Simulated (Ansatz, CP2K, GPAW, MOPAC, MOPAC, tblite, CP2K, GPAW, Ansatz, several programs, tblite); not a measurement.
# SnSe2 from cheap methods to r2SCAN

How much accuracy does each second buy? SnSe2 is computed with 11 methods, from the cheapest up to r2SCAN.

Computed with MOPAC, tblite, CP2K, GPAW, Ansatz (versions at each run) (no spin polarisation, static lattice; gaps from single points on the cell relaxed beforehand with r²SCAN+rVV10, unless a step's input says otherwise).

## (1) The structure to begin with

The structure is trigonal, space group R-3m (No. 166). The conventional cell has a = 3.825 Å, b = 3.825 Å, c = 19.005 Å, α = 90.00°, β = 90.00°, γ = 120.00°. Sn (site symmetry -3m) has 6 Se at 2.71 Å as nearest neighbours. Se (site symmetry 3m) is surrounded by 3 Sn at 2.71 Å.

Structure file:

```cif
data_structure
_symmetry_space_group_name_H-M 'P 1'
_symmetry_Int_Tables_number 1
_cell_length_a 6.7089
_cell_length_b 6.7089
_cell_length_c 6.7089
_cell_angle_alpha 33.122
_cell_angle_beta 33.122
_cell_angle_gamma 33.122
_cell_volume 80.25
loop_
_atom_site_label
_atom_site_type_symbol
_atom_site_fract_x
_atom_site_fract_y
_atom_site_fract_z
_atom_site_occupancy
Sn1 Sn 0.00000 0.00000 0.00000 1
Se1 Se 0.25056 0.25056 0.25056 1
Se2 Se 0.74944 0.74944 0.74944 1
```

The structure type (CdCl2 (3R octahedral) bulk) is imposed and need not be the compound's stable one.

## (2) PM6 (semi-empirical, MOPAC 23.2.5)

The gap of PM6 and PM7 is a difference of Hartree-Fock-like orbital energies, with no screening; it often comes out too large, and it hangs on the parameters.

File run.mop:

```
PM6 1SCF GRADIENTS AUX(PRECISION=6) THREADS=1
crystal as a cluster of 3x3x1 conventional cells

Sn 0.000000 1 0.000000 1 0.000000 1
Se 0.000000 1 0.000000 1 4.761905 1
Se 0.000000 1 0.000000 1 14.243378 1
Sn -1.912292 1 3.312186 1 0.000000 1
Se -1.912292 1 3.312186 1 4.761905 1
Se -1.912292 1 3.312186 1 14.243378 1
Sn -3.824583 1 6.624372 1 0.000000 1
Se -3.824583 1 6.624372 1 4.761905 1
Se -3.824583 1 6.624372 1 14.243378 1
Sn 3.824583 1 0.000000 1 0.000000 1
Se 3.824583 1 0.000000 1 4.761905 1
Se 3.824583 1 0.000000 1 14.243378 1
Sn 1.912292 1 3.312186 1 0.000000 1
Se 1.912292 1 3.312186 1 4.761905 1
Se 1.912292 1 3.312186 1 14.243378 1
Sn 1.912292 1 1.104062 1 6.335094 1
Se 1.912292 1 1.104062 1 11.096999 1
Se 1.912292 1 1.104062 1 1.573190 1
Sn 0.000000 1 6.624372 1 0.000000 1
Se 0.000000 1 6.624372 1 4.761905 1
Se 0.000000 1 6.624372 1 14.243378 1
Sn 0.000000 1 4.416248 1 6.335094 1
Se 0.000000 1 4.416248 1 11.096999 1
Se 0.000000 1 4.416248 1 1.573190 1
Sn 0.000000 1 2.208124 1 12.670188 1
Se 0.000000 1 2.208124 1 17.432093 1
Se 0.000000 1 2.208124 1 7.908284 1
Sn -1.912292 1 7.728435 1 6.335094 1
Se -1.912292 1 7.728435 1 11.096999 1
Se -1.912292 1 7.728435 1 1.573190 1
Sn -1.912292 1 5.520310 1 12.670188 1
Se -1.912292 1 5.520310 1 17.432093 1
Se -1.912292 1 5.520310 1 7.908284 1
Sn -3.824583 1 8.832497 1 12.670188 1
Se -3.824583 1 8.832497 1 17.432093 1
Se -3.824583 1 8.832497 1 7.908284 1
Sn 7.649166 1 0.000000 1 0.000000 1
Se 7.649166 1 0.000000 1 4.761905 1
Se 7.649166 1 0.000000 1 14.243378 1
Sn 5.736875 1 3.312186 1 0.000000 1
Se 5.736875 1 3.312186 1 4.761905 1
Se 5.736875 1 3.312186 1 14.243378 1
Sn 5.736875 1 1.104062 1 6.335094 1
Se 5.736875 1 1.104062 1 11.096999 1
Se 5.736875 1 1.104062 1 1.573190 1
Sn 3.824583 1 6.624372 1 0.000000 1
Se 3.824583 1 6.624372 1 4.761905 1
Se 3.824583 1 6.624372 1 14.243378 1
Sn 3.824583 1 4.416248 1 6.335094 1
Se 3.824583 1 4.416248 1 11.096999 1
Se 3.824583 1 4.416248 1 1.573190 1
Sn 3.824583 1 2.208124 1 12.670188 1
Se 3.824583 1 2.208124 1 17.432093 1
Se 3.824583 1 2.208124 1 7.908284 1
Sn 1.912292 1 7.728435 1 6.335094 1
Se 1.912292 1 7.728435 1 11.096999 1
Se 1.912292 1 7.728435 1 1.573190 1
Sn 1.912292 1 5.520310 1 12.670188 1
Se 1.912292 1 5.520310 1 17.432093 1
Se 1.912292 1 5.520310 1 7.908284 1
Sn 0.000000 1 8.832497 1 12.670188 1
Se 0.000000 1 8.832497 1 17.432093 1
Se 0.000000 1 8.832497 1 7.908284 1
Sn 9.561458 1 1.104062 1 6.335094 1
Se 9.561458 1 1.104062 1 11.096999 1
Se 9.561458 1 1.104062 1 1.573190 1
Sn 7.649166 1 4.416248 1 6.335094 1
Se 7.649166 1 4.416248 1 11.096999 1
Se 7.649166 1 4.416248 1 1.573190 1
Sn 7.649166 1 2.208124 1 12.670188 1
Se 7.649166 1 2.208124 1 17.432093 1
Se 7.649166 1 2.208124 1 7.908284 1
Sn 5.736875 1 7.728435 1 6.335094 1
Se 5.736875 1 7.728435 1 11.096999 1
Se 5.736875 1 7.728435 1 1.573190 1
Sn 5.736875 1 5.520310 1 12.670188 1
Se 5.736875 1 5.520310 1 17.432093 1
Se 5.736875 1 5.520310 1 7.908284 1
Sn 3.824583 1 8.832497 1 12.670188 1
Se 3.824583 1 8.832497 1 17.432093 1
Se 3.824583 1 8.832497 1 7.908284 1
Tv 11.473750 1 0.000000 1 0.000000 1
Tv -5.736875 1 9.936559 1 0.000000 1
Tv 0.000000 1 0.000000 1 19.005283 1
```

On the command line:

```console
> mopac run.mop
```

The program printed, cut to the lines that bear on the results:

```text
[...]
           Empirical Formula: Sn27 Se54  =    81 atoms
[...]
     SCF FIELD WAS ACHIEVED
[...]
                                                       MOPAC v23.2.5 Linux
          FINAL HEAT OF FORMATION =      -1328.42912 KCAL/MOL =   -5558.14743 KJ/MOL
          H.o.F. per unit cell    =        -49.20108 KCAL, for 27 unit cells, unit cell = Sn1 Se2
          GRADIENT NORM           =        461.48607          =       51.27623 PER ATOM
          IONIZATION POTENTIAL    =          9.927723 EV
          HOMO LUMO ENERGIES (EV) =         -9.928 -5.778
          NO. OF FILLED LEVELS    =        216
          MOLECULAR WEIGHT        =       7468.4700         POINT GROUP:  C1
          VOLUME OF UNIT CELL     =       2166.785 CUBIC ANGSTROMS
          DENSITY                 =          5.724 GRAMS/CC
                              A   =         11.474 ANGSTROMS
                              B   =         11.474 ANGSTROMS
                              C   =         19.005 ANGSTROMS
[...]
                             CARTESIAN COORDINATES
   1   Sn        0.000000000     0.000000000     0.000000000
   2   Se        0.000000000     0.000000000     4.761905000
   3   Se        0.000000000     0.000000000    14.243378000
   4   Sn       -1.912292000     3.312186000     0.000000000
   5   Se       -1.912292000     3.312186000     4.761905000
   6   Se       -1.912292000     3.312186000    14.243378000
   7   Sn       -3.824583000     6.624372000     0.000000000
   8   Se       -3.824583000     6.624372000     4.761905000
   9   Se       -3.824583000     6.624372000    14.243378000
  10   Sn        3.824583000     0.000000000     0.000000000
  11   Se        3.824583000     0.000000000     4.761905000
  12   Se        3.824583000     0.000000000    14.243378000
  13   Sn        1.912292000     3.312186000     0.000000000
[...]
 * JOB ENDED NORMALLY *
[...]
```

Run time: 2.9 s. Hardware: 1 thread of Arm Neoverse V2, shared host; peak memory 0.026 GiB.

Gap 4.15 eV. The 81 atoms of the cluster fold only a few k-points onto the zone centre, so gap and energy may not be converged in the cluster's size.

## (3) PM7 (semi-empirical, MOPAC 23.2.5)

File run.mop:

```
PM7 1SCF GRADIENTS AUX(PRECISION=6) THREADS=1
crystal as a cluster of 3x3x1 conventional cells

Sn 0.000000 1 0.000000 1 0.000000 1
Se 0.000000 1 0.000000 1 4.761905 1
Se 0.000000 1 0.000000 1 14.243378 1
Sn -1.912292 1 3.312186 1 0.000000 1
Se -1.912292 1 3.312186 1 4.761905 1
Se -1.912292 1 3.312186 1 14.243378 1
Sn -3.824583 1 6.624372 1 0.000000 1
Se -3.824583 1 6.624372 1 4.761905 1
Se -3.824583 1 6.624372 1 14.243378 1
Sn 3.824583 1 0.000000 1 0.000000 1
Se 3.824583 1 0.000000 1 4.761905 1
Se 3.824583 1 0.000000 1 14.243378 1
Sn 1.912292 1 3.312186 1 0.000000 1
Se 1.912292 1 3.312186 1 4.761905 1
Se 1.912292 1 3.312186 1 14.243378 1
Sn 1.912292 1 1.104062 1 6.335094 1
Se 1.912292 1 1.104062 1 11.096999 1
Se 1.912292 1 1.104062 1 1.573190 1
Sn 0.000000 1 6.624372 1 0.000000 1
Se 0.000000 1 6.624372 1 4.761905 1
Se 0.000000 1 6.624372 1 14.243378 1
Sn 0.000000 1 4.416248 1 6.335094 1
Se 0.000000 1 4.416248 1 11.096999 1
Se 0.000000 1 4.416248 1 1.573190 1
Sn 0.000000 1 2.208124 1 12.670188 1
Se 0.000000 1 2.208124 1 17.432093 1
Se 0.000000 1 2.208124 1 7.908284 1
Sn -1.912292 1 7.728435 1 6.335094 1
Se -1.912292 1 7.728435 1 11.096999 1
Se -1.912292 1 7.728435 1 1.573190 1
Sn -1.912292 1 5.520310 1 12.670188 1
Se -1.912292 1 5.520310 1 17.432093 1
Se -1.912292 1 5.520310 1 7.908284 1
Sn -3.824583 1 8.832497 1 12.670188 1
Se -3.824583 1 8.832497 1 17.432093 1
Se -3.824583 1 8.832497 1 7.908284 1
Sn 7.649166 1 0.000000 1 0.000000 1
Se 7.649166 1 0.000000 1 4.761905 1
Se 7.649166 1 0.000000 1 14.243378 1
Sn 5.736875 1 3.312186 1 0.000000 1
Se 5.736875 1 3.312186 1 4.761905 1
Se 5.736875 1 3.312186 1 14.243378 1
Sn 5.736875 1 1.104062 1 6.335094 1
Se 5.736875 1 1.104062 1 11.096999 1
Se 5.736875 1 1.104062 1 1.573190 1
Sn 3.824583 1 6.624372 1 0.000000 1
Se 3.824583 1 6.624372 1 4.761905 1
Se 3.824583 1 6.624372 1 14.243378 1
Sn 3.824583 1 4.416248 1 6.335094 1
Se 3.824583 1 4.416248 1 11.096999 1
Se 3.824583 1 4.416248 1 1.573190 1
Sn 3.824583 1 2.208124 1 12.670188 1
Se 3.824583 1 2.208124 1 17.432093 1
Se 3.824583 1 2.208124 1 7.908284 1
Sn 1.912292 1 7.728435 1 6.335094 1
Se 1.912292 1 7.728435 1 11.096999 1
Se 1.912292 1 7.728435 1 1.573190 1
Sn 1.912292 1 5.520310 1 12.670188 1
Se 1.912292 1 5.520310 1 17.432093 1
Se 1.912292 1 5.520310 1 7.908284 1
Sn 0.000000 1 8.832497 1 12.670188 1
Se 0.000000 1 8.832497 1 17.432093 1
Se 0.000000 1 8.832497 1 7.908284 1
Sn 9.561458 1 1.104062 1 6.335094 1
Se 9.561458 1 1.104062 1 11.096999 1
Se 9.561458 1 1.104062 1 1.573190 1
Sn 7.649166 1 4.416248 1 6.335094 1
Se 7.649166 1 4.416248 1 11.096999 1
Se 7.649166 1 4.416248 1 1.573190 1
Sn 7.649166 1 2.208124 1 12.670188 1
Se 7.649166 1 2.208124 1 17.432093 1
Se 7.649166 1 2.208124 1 7.908284 1
Sn 5.736875 1 7.728435 1 6.335094 1
Se 5.736875 1 7.728435 1 11.096999 1
Se 5.736875 1 7.728435 1 1.573190 1
Sn 5.736875 1 5.520310 1 12.670188 1
Se 5.736875 1 5.520310 1 17.432093 1
Se 5.736875 1 5.520310 1 7.908284 1
Sn 3.824583 1 8.832497 1 12.670188 1
Se 3.824583 1 8.832497 1 17.432093 1
Se 3.824583 1 8.832497 1 7.908284 1
Tv 11.473750 1 0.000000 1 0.000000 1
Tv -5.736875 1 9.936559 1 0.000000 1
Tv 0.000000 1 0.000000 1 19.005283 1
```

On the command line:

```console
> mopac run.mop
```

The program printed:

```text
be used
 *  1SCF       - DO 1 SCF AND THEN STOP
 *  THREADS=1  - MULTI-THREADING NOT USED
 *  T=         - A TIME OF 172800.0 SECONDS REQUESTED
 *  DUMP=N     - RESTART FILE WRITTEN EVERY 7200.0 SECONDS REQUESTED
 *  AUX        - OUTPUT AUXILIARY INFORMATION
 *  GRADIENTS  - ALL GRADIENTS TO BE PRINTED
 *******************************************************************************
PM7 1SCF GRADIENTS AUX(PRECISION=6) THREADS=1
 crystal as a cluster of 3x3x1 conventional cells

   ATOM   CHEMICAL          X               Y               Z
  NUMBER   SYMBOL      (ANGSTROMS)     (ANGSTROMS)     (ANGSTROMS)

     1      Sn          0.00000000  *   0.00000000  *   0.00000000  *
     2      Se          0.00000000  *   0.00000000  *   4.76190500  *
     3      Se          0.00000000  *   0.00000000  *  14.24337800  *
[... 80 lines of this table left out ...]
    84      Tv          0.00000000  *   0.00000000  *  19.00528300  *

                   THE SYSTEM IS A SOLID

                UNIT CELL TRANSLATION VECTORS

              X                Y              Z
    T1 =    11.4737500      0.0000000      0.0000000
    T2 =    -5.7368750      9.9365590      0.0000000
    T3 =     0.0000000      0.0000000     19.0052830

          CARTESIAN COORDINATES

    NO.       ATOM           X           Y           Z

     1        Sn          0.0000      0.0000      0.0000
     2        Se          0.0000      0.0000      4.7619
     3        Se          0.0000      0.0000     14.2434
[... 77 lines of this table left out ...]
    81        Se          3.8246      8.8325      7.9083

 General Reference for PM7:
 "Optimization of Parameters for Semiempirical Methods VI: More Modifications to the
 NDDO Approximations and Re-optimization of Parameters", J. J. P. Stewart, J. Mol. Mod., 1:32, 19 (2013)

           Empirical Formula: Sn27 Se54  =    81 atoms

      RHF CALCULATION, NO. OF DOUBLY OCCUPIED LEVELS = 216

                   THE SYSTEM IS A SOLID

                UNIT CELL TRANSLATION VECTORS

              X                Y              Z
    T1 =    11.4737500      0.0000000      0.0000000
    T2 =    -5.7368750      9.9365590      0.0000000
    T3 =     0.0000000      0.0000000     19.0052830

 -------------------------------------------------------------------------------
 PM7 1SCF GRADIENTS AUX(PRECISION=6) THREADS=1
 crystal as a cluster of 3x3x1 conventional cells

     1SCF WAS SPECIFIED, SO BFGS WAS NOT USED
     SCF FIELD WAS ACHIEVED

                              PM7 CALCULATION
                                                       MOPAC v23.2.5 Linux

          FINAL HEAT OF FORMATION =       -600.37817 KCAL/MOL =   -2511.98226 KJ/MOL
          H.o.F. per unit cell    =        -22.23623 KCAL, for 27 unit cells, unit cell = Sn1 Se2

          GRADIENT NORM           =        346.07360          =       38.45262 PER ATOM
          IONIZATION POTENTIAL    =          8.595258 EV
          HOMO LUMO ENERGIES (EV) =         -8.595 -4.287
          NO. OF FILLED LEVELS    =        216
          MOLECULAR WEIGHT        =       7468.4700         POINT GROUP:  C1

          VOLUME OF UNIT CELL     =       2166.785 CUBIC ANGSTROMS

          DENSITY                 =          5.724 GRAMS/CC
                              A   =         11.474 ANGSTROMS
                              B   =         11.474 ANGSTROMS
                              C   =         19.005 ANGSTROMS
                            ALPHA =         90.000 DEGREES
                            BETA  =         90.000 DEGREES
                            GAMMA =        120.000 DEGREES

[... 24 lines left out ...]
       FINAL  POINT  AND  DERIVATIVES
[... 228 lines left out ...]
    227         76 Sn    CARTESIAN Y     5.520310      0.025480  KCAL/ANGSTROM
    228         76 Sn    CARTESIAN Z    12.670188     -0.007932  KCAL/ANGSTROM
    229         77 Se    CARTESIAN X     5.736875      0.003901  KCAL/ANGSTROM
    230         77 Se    CARTESIAN Y     5.520310      0.017716  KCAL/ANGSTROM
    231         77 Se    CARTESIAN Z    17.432093    -27.542405  KCAL/ANGSTROM
    232         78 Se    CARTESIAN X     5.736875      0.009558  KCAL/ANGSTROM
    233         78 Se    CARTESIAN Y     5.520310      0.007954  KCAL/ANGSTROM
    234         78 Se    CARTESIAN Z     7.908284     27.543608  KCAL/ANGSTROM
    235         79 Sn    CARTESIAN X     3.824583      0.009778  KCAL/ANGSTROM
    236         79 Sn    CARTESIAN Y     8.832497     -0.016974  KCAL/ANGSTROM
    237         79 Sn    CARTESIAN Z    12.670188      0.023440  KCAL/ANGSTROM
    238         80 Se    CARTESIAN X     3.824583      0.004758  KCAL/ANGSTROM
    239         80 Se    CARTESIAN Y     8.832497     -0.008286  KCAL/ANGSTROM
    240         80 Se    CARTESIAN Z    17.432093    -27.545050  KCAL/ANGSTROM
    241         81 Se    CARTESIAN X     3.824583      0.010280  KCAL/ANGSTROM
    242         81 Se    CARTESIAN Y     8.832497     -0.017836  KCAL/ANGSTROM
    243         81 Se    CARTESIAN Z     7.908284     27.541240  KCAL/ANGSTROM
    244         82 Tv    CARTESIAN X    11.473750    -69.246497  KCAL/ANGSTROM
    245         82 Tv    CARTESIAN Y     0.000000    -39.877622  KCAL/ANGSTROM
    246         82 Tv    CARTESIAN Z     0.000000     -0.004414  KCAL/ANGSTROM
    247         83 Tv    CARTESIAN X    -5.736875     -0.012273  KCAL/ANGSTROM
    248         83 Tv    CARTESIAN Y     9.936559    -79.863705  KCAL/ANGSTROM
    249         83 Tv    CARTESIAN Z     0.000000     -0.027632  KCAL/ANGSTROM
    250         84 Tv    CARTESIAN X     0.000000      0.008019  KCAL/ANGSTROM
    251         84 Tv    CARTESIAN Y     0.000000     -0.007740  KCAL/ANGSTROM
    252         84 Tv    CARTESIAN Z    19.005283    256.993582  KCAL/ANGSTROM

   ATOM   CHEMICAL          X               Y               Z
  NUMBER   SYMBOL      (ANGSTROMS)     (ANGSTROMS)     (ANGSTROMS)

     1      Sn          0.00000000  *   0.00000000  *   0.00000000  *
     2      Se          0.00000000  *   0.00000000  *   4.76190500  *
     3      Se          0.00000000  *   0.00000000  *  14.24337800  *
[... 80 lines of this table left out ...]
    84      Tv          0.00000000  *   0.00000000  *  19.00528300  *

                             CARTESIAN COORDINATES

   1   Sn        0.000000000     0.000000000     0.000000000
   2   Se        0.000000000     0.000000000     4.761905000
   3   Se        0.000000000     0.000000000    14.243378000
[... 77 lines of this table left out ...]
  81   Se        3.824583000     8.832497000     7.908284000

           Empirical Formula: Sn27 Se54  =    81 atoms

                  EIGENVALUES
 -25.73305 -25.73297 -25.73291 -25.73273 -25.73269 -25.73263 -25.69975 -25.69924
 -25.69872 -25.69870 -25.69821 -25.69773 -25.69274 -25.69270 -25.69227 -25.69215
 -25.69174 -25.69170 -25.22024 -25.20527 -25.20527 -24.76641 -24.76641 -24.76627
[... 37 lines of this table left out ...]
   0.80262   0.80262   0.80263   0.80263

              NET ATOMIC CHARGES AND DIPOLE CONTRIBUTIONS

  ATOM NO.   TYPE          CHARGE      No. of ELECS.   s-Pop       p-Pop
    1         Sn           1.092222        2.9078     0.80657     2.10121
    2         Se          -0.546177        6.5462     1.96848     4.57769
    3         Se          -0.546221        6.5462     1.96849     4.57773
[... 77 lines of this table left out ...]
   81         Se          -0.546100        6.5461     1.96848     4.57762

          ATOMIC ORBITAL ELECTRON POPULATIONS

     Atom    s        px        py        pz
    1 Sn   0.80657   0.74548   0.74553   0.61020
    2 Se   1.96848   1.52894   1.52884   1.51992
    3 Se   1.96849   1.52888   1.52910   1.51975
[... 77 lines of this table left out ...]
   81 Se   1.96848   1.52884   1.52888   1.51990

 **********************
 *                    *
 * JOB ENDED NORMALLY *
 *                    *
 **********************

 TOTAL JOB TIME:             2.50 SECONDS

 == MOPAC DONE ==
```

Run time: 2.7 s. Hardware: 1 thread of Arm Neoverse V2, shared host; peak memory 0.027 GiB.

Gap 4.31 eV. The 81 atoms of the cluster fold only a few k-points onto the zone centre, so gap and energy may not be converged in the cluster's size.

Further single points at scaled volumes (the reference cell, shape and fractional coordinates held; logs not shown):

```csv
volume (Å³/atom),"energy (meV/atom, from the lowest)"
23.54,42.4
25.15,0.0
26.75,14.5
28.36,74.4
29.96,167.1
```

A third-order Birch-Murnaghan fit gives V₀ = 25.47 Å³ an atom and B₀ = 86 GPa, with shape and fractional coordinates held. In a layered crystal such scaling stretches the stiff bonds within the layers too, so it hides the weak binding between them.

## (4) GFN1-xTB (tight binding, tblite 0.8.0)

File run.py:

```python
import json
from ase import Atoms
from ase.build import make_supercell
from ase.units import Bohr, GPa, Hartree
from tblite.interface import Calculator

atoms = Atoms(['Sn', 'Se', 'Se'],
              cell=[[1.912292, 1.104062, 6.335094], [-1.912292, 1.104062, 6.335094], [-0.0, -2.208124, 6.335094]],
              scaled_positions=[[0.0, 0.0, 0.0], [0.250557, 0.250557, 0.250557], [0.749443, 0.749443, 0.749443]],
              pbc=True)
cluster = make_supercell(atoms, [[3, -3, 0], [0, 3, -3], [1, 1, 1]])
calc = Calculator('GFN1-xTB', cluster.numbers, cluster.positions / Bohr, lattice=cluster.cell[:] / Bohr, periodic=cluster.pbc)
calc.set('temperature', 0.02 / Hartree)
calc.set('max-iter', 150)
res = calc.singlepoint()
levels = res.get('orbital-energies') * Hartree
nv = round(res.get('orbital-occupations').sum() / 2)
cells = len(cluster) // len(atoms)
out = {'energy_per_cell': res.get('energy') * Hartree / cells, 'homo': levels[nv - 1], 'lumo': levels[nv],
       'stress': (-res.get('virial') * Hartree / cluster.get_volume() / GPa).tolist(), 'charges': res.get('charges')[:len(atoms)].tolist(), 'electrons': 2 * nv / cells}
json.dump(out, open('results.json', 'w'))
for key, value in out.items():
    print(key, value)
```

On the command line:

```console
> python run.py
```

The program printed:

```text
------------------------------------------------------------
  cycle        total energy    energy error   density error
------------------------------------------------------------
      1     -252.6578592086  -2.5210242E+02   1.8134112E-01
      2     -252.6637988870  -5.9396784E-03   1.1174878E-01
      3     -252.6541369797   9.6619073E-03   2.1328682E-02
      4     -252.6660157544  -1.1878775E-02   9.5630451E-04
      5     -252.6660158881  -1.3364036E-07   3.0842818E-04
      6     -252.6660124765   3.4115683E-06   2.0699491E-04
      7     -252.6660163381  -3.8615792E-06   5.6532518E-06
      8     -252.6660163395  -1.3844215E-09   2.0941387E-06
------------------------------------------------------------

 total:                                   2.744 sec
energy_per_cell -254.64416688343138
homo -10.184911390073516
lumo -8.800946600374138
stress [[-4.414199711930076, -7.84329225213466e-06, 2.5045166145607237e-08], [-7.84329225200698e-06, -4.414184812218709, -3.2974027823799774e-06], [2.504516588887933e-08, -3.2974027821334523e-06, -6.187461275878983]]
charges [0.04377336335000315, -0.021889586929557565, -0.0218893505195549]
electrons 16.0
```

Wall time 3.3 s (1 thread of Arm Neoverse V2, shared host); peak memory 0.16 GiB.

Gap 1.38 eV; pressure -5.0 GPa. The 81 atoms of the cluster fold only a few k-points onto the zone centre, so gap and energy may not be converged in the cluster's size.

Further single points at scaled volumes (the reference cell, shape and fractional coordinates held; logs not shown):

```csv
volume (Å³/atom),"energy (meV/atom, from the lowest)"
23.54,5.4
25.15,0.0
26.75,34.0
28.36,97.7
29.96,184.4
```

A third-order Birch-Murnaghan fit gives V₀ = 24.52 Å³ an atom and B₀ = 66 GPa, with shape and fractional coordinates held. In a layered crystal such scaling stretches the stiff bonds within the layers too, so it hides the weak binding between them.

(Part 1 of 2 ends here.)
